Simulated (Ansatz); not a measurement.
## Moving the strain (εzz = s) in Pb

```
CELL_PARAMETERS angstrom
3.48000 0.00000 0.00000
-1.74000 3.01377 0.00000
0.00000 0.00000 5.59000
ATOMIC_POSITIONS crystal
Pb 0.66667 0.33333 0.75000
Pb 0.33333 0.66667 0.25000
```

This isn't the form of Pb at room conditions, which is fcc.

Kept alike: task band structure; functional PBEsol; k mesh 7 × 7 × 4; occupations fermi-dirac, width 0.05 eV; no spin polarisation. Program: Ansatz, Ansatz PAW, cutoff 420 eV. The mesh is that of the run's cell of 2 atoms. No spin-orbit coupling.

```csv
s,free energy over the lowest row (meV/atom)
-0.04,17.33
-0.02,4.31
-0.01,1.13
0,0.00
0.01,0.64
0.02,2.66
0.04,9.27
```

The cell shown is the unstrained one; x, y and z are its Cartesian axes; atoms keep their fractions. For a metal such a mesh leaves the last digits unconverged. All rows use potentials made for PBE.

**Question.** What does the strain (εzz = s) change here?

**Answer.** The free energy is lowest at 0, and 17.33 meV an atom higher at -0.04.

The energy rises on both sides of the unstrained cell, but not evenly: shortening the c axis by a given amount costs more than lengthening it in every pair of rows, with 17.33 against 9.27 meV/atom at the largest strains. This is ordinary anharmonicity. Pushing the close-packed layers together raises the Pauli repulsion between overlapping electron shells steeply, whereas pulling them apart weakens the metallic 6p bonding more gradually. The imbalance at small strain suggests that the true minimum lies slightly on the stretched side of zero, though the differences there are too small to place it firmly.

Fixed fractional coordinates cost nothing here, since symmetry holds both atoms of the hcp cell in place under this strain. Because the in-plane lattice is held fixed, the curvature reflects the uniaxial-strain stiffness along c, not Young's modulus, which would include lateral relaxation. The minimum shows only that hcp Pb resists this one distortion; it doesn't establish stability against shear or a change of layer stacking towards fcc.
